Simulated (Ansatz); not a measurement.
Crystal: Ta2N.

```
CELL_PARAMETERS angstrom
3.11286 0.00000 0.00000
-1.55643 2.69582 0.00000
0.00000 0.00000 4.86984
ATOMIC_POSITIONS crystal
Ta 0.33333 0.66667 0.25471
Ta 0.66667 0.33333 0.74529
N 0.00000 0.00000 0.00000
```

The cell comes from a database or a generator and needn't be the stable form of this composition.

```yaml
Program: Ansatz 0.2.0
Task: relaxation of cell and atoms
Functional: r2SCAN
Dispersion: D4
Potentials_or_basis: Ansatz PAW
Cutoff: "500 eV (not typed: the program's choice for these potentials)"
k_mesh: 10 × 10 × 6
Occupations: fermi-dirac, width 0.05 eV
Spin: no spin polarisation
```

At the start: volume 13.62 Å³/atom.

Q: How do energy, volume and symmetry change on relaxing?

A: It ends after 6 steps and the volume is 13.30 Å³/atom (-2.4 %); space group P-3m1 (No. 164, to 0.05 Å).

The path:
```
step  energy change (eV)  largest force (eV/Å)  volume (Å³)
   1              0.0000                0.0943        40.87
   2             -0.0243                0.0062        40.12
   3             -0.0267                0.0005        39.85
   4             -0.0267                0.0036        39.88
   5             -0.0267                0.0007        39.89
   6             -0.0263                0.0007        39.89
```

Final structure:
```yaml
crystal:
  lattice:
    - [3.06702, 0.00000, 0.00000]
    - [-1.53351, 2.65612, 0.00000]
    - [0.00000, 0.00000, 4.89645]
  atoms:
    - { symbol: Ta, position: [0.33333, 0.66667, 0.25738] }
    - { symbol: Ta, position: [0.66667, 0.33333, 0.74262] }
    - { symbol: N, position: [0.00000, 0.00000, 0.00000] }
```

Caveat: the plane-wave basis is chosen anew once the cell has moved, so the energies of steps on either side of that aren't comparable; pairwise dispersion overbinds metals, which lowers pressure and volume; the PAW data sets come from PBE, with cores solved anew for the run's functional, which leaves a small shift of forces and pressure.
